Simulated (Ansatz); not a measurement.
# CoO (I4/mmm) in Ansatz: a series of runs

The runs below take CoO through single point, equation of state, with PBE.

All numbers are computed with Ansatz 0.2.0; they aren't measurements. Logs are shortened: lines on timing, memory, paths and dates and some standing lists are left out, and cuts for length are marked.

## Step 1: The crystal as given

It takes space group I4/mmm (No. 139, tetragonal). Conventional cell: a = 3.016 Å, b = 3.016 Å, c = 4.214 Å, α = 90.00°, β = 90.00°, γ = 90.00°. Co (site symmetry 4/mmm) has 6 O at 2.11 to 2.13 Å as nearest neighbours. O (site symmetry 4/mmm) has 6 Co at 2.11 to 2.13 Å as nearest neighbours.

## Step 2: Single point, PBE, collinear spin, ferromagnetic start, 9.01 Å³/atom (volume scaled by 0.94)

Input file input.yaml:

```yaml
crystal:
  lattice:
    - [-1.4772158519, 1.4772158519, 2.0642304156]
    - [1.4772158519, -1.4772158519, 2.0642304156]
    - [1.4772158519, 1.4772158519, -2.0642304156]
  atoms:
    - { symbol: Co, position: [0.0, 0.0, 0.0], spin: 2.0 }
    - { symbol: O, position: [0.5, 0.5, 0.0] }
hamiltonian:
  xc: pbe
  pseudopotentials: { kind: paw }
magnetization:
  spin_polarized: true
kpoints:
  mp_grid: { grid: [12, 12, 12] }
scf:
  occupations: { method: fermi_dirac, width: 0.05 }
output:
  forces: true
  stress: true
  eigenvalues: true
```

Potentials or basis: Ansatz PAW.

Launch:

```bash
$ ansatz run input.yaml --threads 2 --pin off --max-ram 5632MiB --backend cpu --events-out ev --progress --plain --runs-dir out
```

Output:

```text
Warning: RAYON_NUM_THREADS=2 ignored (pool sized by the plan → 2); use --threads N
Engine: ansatz 0.2.0, x86_64-unknown-linux-gnu
Pseudopotentials: kind: paw
Pseudopotential: Co, paw, valence charge 17, recommended cutoff 420 eV (normal), Co.paw.azcp
Pseudopotential: O, paw, valence charge 6, recommended cutoff 420 eV (normal), O.paw.azcp
Functional definition: PBE
  parameter kappa = 0.804
  parameter beta = 0.06672455060314922
  exchange = pbe_x(kappa = kappa, mu = beta*pi^2/3)
  correlation = pbe_c(beta = beta)
Crystal: 2 atoms, lattice volume = 18.018 Å³
Basis set: ecut = 420 eV, 339 PW (Γ), exchange–correlation on 40×40×40 points (8 copies of the dense FFT grid, shifted against one another)
Bands: 17, of which v1, the nominal top of the filled ones, is band 12 counted from 1 (11 counted from 0)
Symmetry: 16 space group operations
Space group: I4/mmm (ITA 139), of the structure as read, at distance tolerance 2.6e-5 Å
Magnetic group: BNS 139.531 (UNI 1191), of the structure as read, at distance tolerance 2.6e-5 Å
k-points: 163 of 1728
Non-local potential: Co, projectors of the file, l = 0: 3, l = 1: 2, l = 2: 3, l = 3: 1
Non-local potential: O, projectors of the file, l = 0: 2, l = 1: 2, l = 2: 1
PAW form: soft (Blöchl's): semilocal exchange-correlation on the pseudo side does not see the compensation charge
PAW one-centre angular grid: Co, 590 points (default); XC on 64 Gauss nodes
PAW one-centre angular grid: O, 110 points (default); XC on 64 Gauss nodes
Initial density: superposition of atomic densities (chi_scale 0.1, normalization cell, long waves kept (reshape's long-wave potential 0.00 eV rms))
Starting moments: Σ|m| = 2 μB on 1 of 2 sites
Initial wavefunctions: pseudopotential atomic-orbital guess
Functional: x = pbe(κ = 0.804, μ = 0.2195149727645171), c = pbe(β = 0.06672455060314922)
SCF iter   1: F=—  HF=-5690.872531 eV  |F-HF|=—  |Δ(HF+E_count)|=         —  Δρ=1.11e-1 (↑1.11e-1 ↓9.53e-2)  dr2=5.04e0  dr2_m=1.41e-1  M=2.076 μB ∫|m|=2.076 μB  β_m=0.30  ethr=3.10e-3  ⟨swp⟩=5.7  Hψ=24336  notcnv=0
Mixer restart at iter 1: flushing history
preconditioner: auto → none  [metal: Δε(μ)=0.001 eV  Ē_g=13.724 eV  σ=0.050 eV  W_gap=0.00  n_scr=8 (ndim 8)  ℏωp=33.9 eV  f_vac=0.000  D(μ)=5.04/eV (n_scr^D=112)  sad-step TF]
SCF iter   2: F=—  HF=-5691.635887 eV  |F-HF|=—  |Δ(HF+E_count)|=   7.63e-1  Δρ=7.49e-2 (↑7.49e-2 ↓5.20e-2)  dr2=6.66e-1  dr2_m=4.73e-1  M=2.433 μB ∫|m|=2.434 μB  β_m=0.39  ethr=3.10e-3  ⟨swp⟩=3.2  Hψ=13262  notcnv=0  defer=90
SCF iter   3: F=—  HF=-5691.975172 eV  |F-HF|=—  |Δ(HF+E_count)|=   3.39e-1  Δρ=4.16e-2 (↑3.80e-2 ↓4.16e-2)  dr2=8.50e-2  dr2_m=2.17e-1  M=2.547 μB ∫|m|=2.550 μB  β_m=0.63  ethr=2.90e-3  ⟨swp⟩=2.0  Hψ=9580  notcnv=0  defer=99
SCF iter   4: F=—  HF=-5692.075738 eV  |F-HF|=—  |Δ(HF+E_count)|=         —  Δρ=1.32e-2 (↑1.04e-2 ↓1.32e-2)  dr2=1.75e-2  dr2_m=1.74e-2  M=2.654 μB ∫|m|=2.662 μB  β_m=0.63  ethr=3.69e-4  ⟨swp⟩=3.1  Hψ=10737  notcnv=0  defer=107
Mixer restart at iter 4: flushing history
SCF iter   5: F=—  HF=-5692.079888 eV  |F-HF|=—  |Δ(HF+E_count)|=   4.15e-3  Δρ=5.27e-3 (↑2.99e-3 ↓5.27e-3)  dr2=8.21e-3  dr2_m=2.89e-4  M=2.603 μB ∫|m|=2.612 μB  β_m=0.57  ethr=7.60e-5  ⟨swp⟩=2.1  Hψ=11792  notcnv=0  defer=126
SCF iter   6: F=—  HF=-5692.078720 eV  |F-HF|=—  |Δ(HF+E_count)|=   1.17e-3  Δρ=7.91e-3 (↑3.16e-3 ↓7.91e-3)  dr2=5.95e-3  dr2_m=3.82e-3  M=2.654 μB ∫|m|=2.665 μB  β_m=0.54  ethr=3.57e-5  ⟨swp⟩=2.3  Hψ=10389  notcnv=0  defer=140
SCF iter   7: F=—  HF=-5692.078388 eV  |F-HF|=—  |Δ(HF+E_count)|=   3.32e-4  Δρ=2.95e-3 (↑2.95e-3 ↓2.83e-3)  dr2=4.76e-4  dr2_m=1.23e-3  M=2.654 μB ∫|m|=2.665 μB  β_m=0.54  ethr=2.59e-5  ⟨swp⟩=2.1  Hψ=8898  notcnv=0  defer=141
SCF iter   8: F=—  HF=-5692.078308 eV  |F-HF|=—  |Δ(HF+E_count)|=   7.99e-5  Δρ=2.92e-4 (↑2.82e-4 ↓2.92e-4)  dr2=1.02e-5  dr2_m=5.84e-6  M=2.651 μB ∫|m|=2.662 μB  β_m=0.64  ethr=2.07e-6  ⟨swp⟩=1.8  Hψ=8598  notcnv=0  defer=142
SCF iter   9: F=—  HF=-5692.078406 eV  |F-HF|=—  |Δ(HF+E_count)|=   9.77e-5  Δρ=3.37e-4 (↑3.08e-4 ↓3.37e-4)  dr2=2.13e-6  dr2_m=1.58e-5  M=2.650 μB ∫|m|=2.662 μB  β_m=0.82  ethr=4.43e-8  ⟨swp⟩=2.0  Hψ=9430  notcnv=0  defer=142
SCF iter  10: F=—  HF=-5692.078409 eV  |F-HF|=—  |Δ(HF+E_count)|=   3.01e-6  Δρ=1.07e-4 (↑3.82e-5 ↓1.07e-4)  dr2=2.80e-7  dr2_m=7.40e-7  M=2.651 μB ∫|m|=2.663 μB  β_m=0.91  ethr=9.26e-9  ⟨swp⟩=2.4  Hψ=9635  notcnv=0  defer=142
SCF iter  11: F=—  HF=-5692.078410 eV  |F-HF|=—  |Δ(HF+E_count)|=   7.72e-7  Δρ=1.92e-4 (↑1.59e-4 ↓1.92e-4)  dr2=6.67e-7  dr2_m=4.80e-6  M=2.652 μB ∫|m|=2.664 μB  β_m=0.91  ethr=1.22e-9  ⟨swp⟩=2.2  Hψ=9636  notcnv=0  defer=142
SCF iter  12: F=—  HF=-5692.078410 eV  |F-HF|=—  |Δ(HF+E_count)|=   1.47e-8  Δρ=5.68e-5 (↑5.03e-5 ↓5.68e-5)  dr2=3.57e-8  dr2_m=4.54e-7  M=2.652 μB ∫|m|=2.664 μB  β_m=0.96  ethr=1.22e-9  ⟨swp⟩=2.1  Hψ=9039  notcnv=0  defer=142
SCF iter  13: F=—  HF=-5692.078410 eV  |F-HF|=—  |Δ(HF+E_count)|=   8.93e-9  Δρ=1.30e-5 (↑7.05e-6 ↓1.30e-5)  dr2=1.27e-8  dr2_m=1.36e-8  M=2.651 μB ∫|m|=2.663 μB  β_m=0.86  ethr=1.55e-10  ⟨swp⟩=2.2  Hψ=8597  notcnv=0  defer=142
SCF iter  14: F=-5692.078410 eV  HF=-5692.078410 eV  |F-HF|=7.00e-10  |Δ(HF+E_count)|=  1.42e-10  Δρ=3.24e-6 (↑6.68e-7 ↓3.24e-6)  dr2=1.04e-9  dr2_m=4.40e-10  M=2.651 μB ∫|m|=2.663 μB  ethr=5.52e-11  ⟨swp⟩=3.3  Hψ=19171  notcnv=0
SCF 1 converged in 14 iterations: F = -5692.078410 eV  dr2 = 1.04e-9
SCF converged after 14 iterations
Magnetization: 2.6514 μB (12.8257 up, 10.1743 down)
Absolute magnetization: 2.6632 μB (∫|ρ↑−ρ↓|, with the PAW one-centre terms)
Spin contamination: 0.0122 ħ² per cell (⟨S²⟩ above its minimum at these occupations)
Per-site moments (μB) at R_I (Å): [(2.2726917681066334, 0.8514950464350001), (0.25068066000286704, 0.8514950464350001)]
Free energy (F): -5692.078410 eV
Harris-Foulkes:  -5692.078410 eV  (|F-HF|=7.00e-10)
Internal energy: -5692.042984 eV  (E = F + TS)
E sigma→0 (E₀):  -5692.060697 eV
Entropy (-TS):   -0.035426 eV (-17.713 meV/atom)
Fermi energy:    15.334162 eV
--- Per-component energies (eV) ---
  E_band       = -275.665874
  E_kinetic    = 620.679216
  E_local      = -3329.901169  (includes V_loc(G=0)·N_el)
  E_nonlocal   = 514.783163
  E_hartree    = 1371.924187
  E_xc         = -229.511769
  E_vxc        = -295.051005  (∫ρ·V_xc dr)
  E_paw        = -1677.552268  (= ΣΔE_a)
  E_vpaw       = -530.025736  (= ΣTr[D̂ρ^β])
  E_aug_tail   = 0.002563  (compensation charges beyond the density's cutoff)
  E_ewald      = -2962.466906
  E_smearing   = -0.035426  (= −TS)
  E_closure    = 0.000000  (closes the sum)
  Σ components = -5692.078410   (vs F -5692.078410, Δ=0.00e0)
--- Forces (eV/Å), atoms counted from 1 ---
  atom   1  Co    -0.00000000    -0.00000000     0.00000000
  atom   2  O      0.00000000    -0.00000000     0.00000000
  max |Σ_I F_I| component: 2.26e-29 eV/Å
--- Stress (GPa, compression-positive) ---
       10.357935       0.000000       0.000000
        0.000000      10.357935      -0.000000
        0.000000      -0.000000      11.075471
  P = ⅓ Tr σ = 10.5971 GPa (105.971 kbar)
--- Band table (eV; the first three rows and the last of 326) ---
  k-point 0 ↑: bands = ["-81.3807", "-44.7001", "-44.6256", "-44.6256", "-5.6163", "11.7906", "11.8272", "11.8272", "12.1211", "12.1222", "12.2298", "12.2298", "12.3527", "16.6346", "32.2669", "33.9032", "33.9032"]
  k-point 1 ↑: bands = ["-81.3802", "-44.7014", "-44.6288", "-44.6268", "-5.5099", "10.4836", "11.3881", "11.4502", "12.1481", "12.1597", "12.6590", "12.7565", "13.0611", "17.2980", "30.9645", "33.2023", "33.2589"]
  k-point 2 ↑: bands = ["-81.3790", "-44.7050", "-44.6377", "-44.6301", "-5.2238", "9.1077", "10.9413", "11.0098", "11.9705", "12.2200", "13.1545", "13.2444", "13.5754", "18.8559", "29.5532", "31.4410", "32.1745"]
  k-point 162 ↓: bands = ["-78.5459", "-41.9699", "-41.8922", "-41.8922", "-3.7036", "8.2368", "10.9157", "10.9157", "12.7596", "15.4672", "15.4672", "15.8744", "16.3985", "22.4321", "25.9891", "27.8590", "32.2586"]
```

It used 25 s of CPU time on 2 threads of Intel(R) Xeon(R) Processor @ 2.50GHz (Skylake/Cascade Lake) (shared host), which was overloaded at the time.

Results:

* Free energy: -5692.0784 eV
* Pressure: 10.6 GPa
* Band gap on the k mesh: none (metal or under the smearing width)
* Net moment: 2.65 μB per cell
* Absolute moment: 2.66 μB per cell
* Site moments: Co +2.27; O +0.25 μB

Caveat: the pressure holds a Pulay correction of +0.8 GPa for the finite cutoff; a cell with one magnetic atom can't hold antiferromagnetic order, which such compounds often take; semilocal functionals often make such compounds metallic where correlation or magnetic order opens a gap, which also shifts bond lengths.

## Step 3: Single point, PBE, collinear spin, ferromagnetic start, 9.20 Å³/atom (volume scaled by 0.96)

Changes to input.yaml since step 2:

```diff
@@ -2,5 +2,5 @@
   lattice:
-    - [-1.4772158519, 1.4772158519, 2.0642304156]
-    - [1.4772158519, -1.4772158519, 2.0642304156]
-    - [1.4772158519, 1.4772158519, -2.0642304156]
+    - [-1.4876191232, 1.4876191232, 2.0787677284]
+    - [1.4876191232, -1.4876191232, 2.0787677284]
+    - [1.4876191232, 1.4876191232, -2.0787677284]
   atoms:
```

Potentials or basis: Ansatz PAW.

Launch:

```bash
$ ansatz run input.yaml --threads 2 --pin off --max-ram 5632MiB --backend cpu --events-out ev --progress --plain --runs-dir out
```

It used 29 s of CPU time on 2 threads of Intel(R) Xeon(R) Processor @ 2.50GHz (Skylake/Cascade Lake) (shared host), which was overloaded at the time.

It converged, with:

```yaml
Free_energy: -5692.0996 eV
Pressure: 7.1 GPa
Band_gap_on_the_k_mesh: none (metal or under the smearing width)
Net_moment: 2.78 μB per cell
Absolute_moment: 2.79 μB per cell
Site_moments: Co +2.37; O +0.28 μB
```

Caveat: the pressure holds a Pulay correction of +0.8 GPa for the finite cutoff; a cell with one magnetic atom can't hold antiferromagnetic order, which such compounds often take; semilocal functionals often make such compounds metallic where correlation or magnetic order opens a gap, which also shifts bond lengths.

## Step 4: Single point, PBE, collinear spin, ferromagnetic start, 9.39 Å³/atom (volume scaled by 0.98)

Changes to input.yaml since step 3:

```diff
@@ -2,5 +2,5 @@
   lattice:
-    - [-1.4876191232, 1.4876191232, 2.0787677284]
-    - [1.4876191232, -1.4876191232, 2.0787677284]
-    - [1.4876191232, 1.4876191232, -2.0787677284]
+    - [-1.4978788897, 1.4978788897, 2.0931045106]
+    - [1.4978788897, -1.4978788897, 2.0931045106]
+    - [1.4978788897, 1.4978788897, -2.0931045106]
   atoms:
```

Launch:

```bash
$ ansatz run input.yaml --threads 2 --pin off --max-ram 5632MiB --backend cpu --events-out ev --progress --plain --runs-dir out
```

It used 28 s of CPU time on 2 threads of Intel(R) Xeon(R) Processor @ 2.50GHz (Skylake/Cascade Lake) (shared host), which was overloaded at the time.

Results (log left out):

- Free energy: -5692.1122 eV
- Pressure: 3.5 GPa
- Band gap on the k mesh: none (metal or under the smearing width)
- Net moment: 2.86 μB per cell
- Absolute moment: 2.88 μB per cell
- Site moments: Co +2.43; O +0.30 μB

Caveat: the pressure holds a Pulay correction of +0.8 GPa for the finite cutoff; a cell with one magnetic atom can't hold antiferromagnetic order, which such compounds often take; semilocal functionals often make such compounds metallic where correlation or magnetic order opens a gap, which also shifts bond lengths.

## Step 5: Single point, PBE, collinear spin, ferromagnetic start, 9.58 Å³/atom

Changes to input.yaml since step 4:

```diff
@@ -2,5 +2,5 @@
   lattice:
-    - [-1.4978788897, 1.4978788897, 2.0931045106]
-    - [1.4978788897, -1.4978788897, 2.0931045106]
-    - [1.4978788897, 1.4978788897, -2.0931045106]
+    - [-1.508, 1.508, 2.1072475377]
+    - [1.508, -1.508, 2.1072475377]
+    - [1.508, 1.508, -2.1072475377]
   atoms:
@@ -21 +21,5 @@
   eigenvalues: true
+  write_density: true
+  write_potential: true
+  elf: true
+  volumetric_format: npy
```

Launch:

```bash
$ ansatz run input.yaml --threads 2 --pin off --max-ram 5632MiB --backend cpu --events-out ev --progress --plain --runs-dir out
```

It used 32 s of CPU time on 2 threads of Intel(R) Xeon(R) Processor @ 2.50GHz (Skylake/Cascade Lake), on a shared host, which was overloaded at the time.

It converged, with:

| Quantity | Value |
| --- | --- |
| Free energy | -5692.1164 eV |
| Pressure | 0.0 GPa |
| Band gap on the k mesh | none (metal or under the smearing width) |
| Net moment | 2.92 μB per cell |
| Absolute moment | 2.93 μB per cell |
| Site moments | Co +2.48; O +0.32 μB |

Caveat: the pressure holds a Pulay correction of +0.7 GPa for the finite cutoff; a cell with one magnetic atom can't hold antiferromagnetic order, which such compounds often take; semilocal functionals often make such compounds metallic where correlation or magnetic order opens a gap, which also shifts bond lengths.

## Step 6: Single point, PBE, collinear spin, ferromagnetic start, 9.78 Å³/atom (volume scaled by 1.02)

Changes to input.yaml since step 5:

```diff
@@ -2,5 +2,5 @@
   lattice:
-    - [-1.508, 1.508, 2.1072475377]
-    - [1.508, -1.508, 2.1072475377]
-    - [1.508, 1.508, -2.1072475377]
+    - [-1.517987046, 1.517987046, 2.1212032261]
+    - [1.517987046, -1.517987046, 2.1212032261]
+    - [1.517987046, 1.517987046, -2.1212032261]
   atoms:
@@ -21,5 +21 @@
   eigenvalues: true
-  write_density: true
-  write_potential: true
-  elf: true
-  volumetric_format: npy
```

Potentials or basis: Ansatz PAW.

Launch:

```bash
$ ansatz run input.yaml --threads 2 --pin off --max-ram 5632MiB --backend cpu --events-out ev --progress --plain --runs-dir out
```

It used 28 s of CPU time on 2 threads of Intel(R) Xeon(R) Processor @ 2.50GHz (Skylake/Cascade Lake) (shared host), which was overloaded at the time.

It converged, with:

| Item | Value |
| --- | --- |
| Free energy | -5692.1125 eV |
| Pressure | -3.3 GPa |
| Band gap on the k mesh | none (metal or under the smearing width) |
| Net moment | 2.95 μB per cell |
| Absolute moment | 2.97 μB per cell |
| Site moments | Co +2.50; O +0.32 μB |

Caveat: the pressure holds a Pulay correction of +0.7 GPa for the finite cutoff; a cell with one magnetic atom can't hold antiferromagnetic order, which such compounds often take; semilocal functionals often make such compounds metallic where correlation or magnetic order opens a gap, which also shifts bond lengths.

## Step 7: Single point, PBE, collinear spin, ferromagnetic start, 9.97 Å³/atom (volume scaled by 1.04)

Changes to input.yaml since step 6:

```diff
@@ -2,5 +2,5 @@
   lattice:
-    - [-1.517987046, 1.517987046, 2.1212032261]
-    - [1.517987046, -1.517987046, 2.1212032261]
-    - [1.517987046, 1.517987046, -2.1212032261]
+    - [-1.527844381, 1.527844381, 2.134977659]
+    - [1.527844381, -1.527844381, 2.134977659]
+    - [1.527844381, 1.527844381, -2.134977659]
   atoms:
```

Launch:

```bash
$ ansatz run input.yaml --threads 2 --pin off --max-ram 5632MiB --backend cpu --events-out ev --progress --plain --runs-dir out
```

It used 28 s of CPU time on 2 threads of Intel(R) Xeon(R) Processor @ 2.50GHz (Skylake/Cascade Lake), on a shared host, which was overloaded at the time.

It converged, with:

```
Free energy            : -5692.1009 eV
Pressure               : -6.3 GPa
Band gap on the k mesh : none (metal or under the smearing width)
Net moment             : 2.97 μB per cell
Absolute moment        : 2.99 μB per cell
Site moments           : Co +2.52; O +0.33 μB
```

Caveat: the pressure holds a Pulay correction of +0.7 GPa for the finite cutoff; a cell with one magnetic atom can't hold antiferromagnetic order, which such compounds often take; semilocal functionals often make such compounds metallic where correlation or magnetic order opens a gap, which also shifts bond lengths.

## Step 8: Single point, PBE, collinear spin, ferromagnetic start, 10.16 Å³/atom (volume scaled by 1.06)

Changes to input.yaml since step 7:

```diff
@@ -2,5 +2,5 @@
   lattice:
-    - [-1.527844381, 1.527844381, 2.134977659]
-    - [1.527844381, -1.527844381, 2.134977659]
-    - [1.527844381, 1.527844381, -2.134977659]
+    - [-1.5375761362, 1.5375761362, 2.1485766095]
+    - [1.5375761362, -1.5375761362, 2.1485766095]
+    - [1.5375761362, 1.5375761362, -2.1485766095]
   atoms:
```

Launch:

```bash
$ ansatz run input.yaml --threads 2 --pin off --max-ram 5632MiB --backend cpu --events-out ev --progress --plain --runs-dir out
```

Run time: 46 s. Hardware: 2 threads of Intel Xeon at 2.50GHz (Skylake/Cascade Lake), shared host; peak memory 0.4 GiB.

It converged, with:

```
Free energy            : -5692.0824 eV
Pressure               : -9.1 GPa
Band gap on the k mesh : none (metal or under the smearing width)
Net moment             : 2.99 μB per cell
Absolute moment        : 3.00 μB per cell
Site moments           : Co +2.54; O +0.33 μB
```

Caveat: the pressure holds a Pulay correction of +0.7 GPa for the finite cutoff; a cell with one magnetic atom can't hold antiferromagnetic order, which such compounds often take; semilocal functionals often make such compounds metallic where correlation or magnetic order opens a gap, which also shifts bond lengths.

## Step 9: Equation of state, PBE, collinear spin, ferromagnetic start

Potentials or basis: Ansatz PAW.

This step only gathers the single runs of the series.

Results:

```yaml
Equilibrium_volume: "9.59 Å³/atom (rough: see the caveat)"
Bulk_modulus_at_fixed_shape_and_positions: 167 GPa (rough)
```

Energy against volume, from the lowest point:
| volume (Å³/atom) | energy (meV/atom) |
| --- | --- |
| 9.009 | 19.00 |
| 9.201 | 8.42 |
| 9.392 | 2.09 |
| 9.584 | 0.00 |
| 9.776 | 1.97 |
| 9.967 | 7.76 |
| 10.159 | 17.03 |

Caveat: the fit is doubtful: noisy points or a state that changes with volume; the cell was scaled at fixed shape and fractional positions, which overstates the stiffness of a crystal with free parameters, most of all of layers and chains.
